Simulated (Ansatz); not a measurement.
## AlGa3N4: how the free axis answers a strain

AlGa3N4, P-43m, a = 4.465 Å. The structure is a Materials Project entry; whether it is the stable form wasn't checked. Ansatz: r2SCAN, PAW, 500 eV, Γ-centred 6×6×6 mesh on 8 atoms, Gaussian smearing 0.02 eV; no spin polarisation. Series: biaxial strain in the a-b plane, c and atoms relaxed; x is the strain in per cent. y is the change of c in per cent of 4.465 Å.

```
x (%) y (%)
 -3.0      ?
 -1.5   1.57
  0.0   0.00
  1.5  -1.64
  3.0  -3.36
```

Task: Fit y = c1 x + c2 x² to the other rows, say what c1 measures, and predict the missing y.

Result: Least squares on the rows shown. y = −1.071 x − 0.01636 x². With no stress along c, c1 = −2C12/C11 = -1.071. At x = -3.0 the fit asked for gives 3.07 %. The run gave 3.06 %, so the fit is 0.01 % too high, a small miss on the scale of the series. The form still works here, 33 % of the fitted range beyond its end.